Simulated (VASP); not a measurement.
AgCl in VASP 6.6.1, single-point calculation

INCAR

```
SIGMA = 0.02
GGA = PE
ISMEAR = -1
ENCUT = 520
NBANDS = 16
NSW = 0
LWAVE = .FALSE.
LREAL = .FALSE.
PREC = Accurate
IBRION = -1
EDIFF = 1E-7
LCHARG = .FALSE.
NELM = 93
ISIF = 2
LASPH = .TRUE.
```

KPOINTS

```
KPOINTS created by Atomic Simulation Environment
0
Gamma
3 3 3
0 0 0
```

POSCAR

```
Ag Cl
 1.0000000000000000
     0.0000000000000000    2.7626345079000001    2.7731725637000002
     2.7626345079000001    0.0000000000000000    2.7731725637000002
     2.7626345079000001    2.7626345079000001    0.0000000000000000
 Ag  Cl
   1   1
Cartesian
  0.0000000000000000  0.0000000000000000  0.0000000000000000
  2.7626345078999996  2.7626345078999996  2.7731725636999998
```

The recommended PBE PAW datasets give the neutral cell 18 valence electrons.

Command

```
mpirun -np 1 vasp_std
```

Problem. Predict the outcome of this run.

Solution. It converged. Results: gap between bands v and c on the k mesh 1.28 eV; least direct gap on the k mesh 3.22 eV; pressure 2.4 GPa. Band v is the last that the valence electrons fill when counted band by band, and c is the next.

OSZICAR

```
N       E                     dE             d eps       ncg     rms          rms(c)
DAV:   1     0.994307582254E+02    0.99431E+02   -0.85477E+03   192   0.101E+03
DAV:   2    -0.226045223612E+01   -0.10169E+03   -0.94089E+02   248   0.225E+02
DAV:   3    -0.551047889410E+01   -0.32500E+01   -0.32447E+01   256   0.420E+01
DAV:   4    -0.553025958949E+01   -0.19781E-01   -0.19780E-01   240   0.360E+00
DAV:   5    -0.553053434174E+01   -0.27475E-03   -0.27475E-03   248   0.426E-01    0.597E+00
DAV:   6    -0.533729167133E+01    0.19324E+00   -0.25240E-01   224   0.638E+00    0.391E+00
DAV:   7    -0.533189500532E+01    0.53967E-02   -0.10427E-01   232   0.205E+00    0.203E+00
DAV:   8    -0.533133694168E+01    0.55806E-03   -0.46731E-03   192   0.676E-01    0.325E-01
DAV:   9    -0.533145172630E+01   -0.11478E-03   -0.46892E-04   240   0.253E-01    0.387E-02
DAV:  10    -0.533152471318E+01   -0.72987E-04   -0.83166E-05   208   0.799E-02    0.369E-02
DAV:  11    -0.533153467267E+01   -0.99595E-05   -0.10232E-05   240   0.227E-02    0.386E-03
DAV:  12    -0.533153469691E+01   -0.24240E-07   -0.29631E-07   224   0.560E-03
   1 F= -.53315347E+01 E0= -.53315347E+01  d E =-.718794E-11
```

These settings aren't sound, so the numbers aren't properties of the crystal.

On sound settings PBE gives a gap of 0.90 eV on its mesh and a pressure of 1.9 GPa for the intended cell.
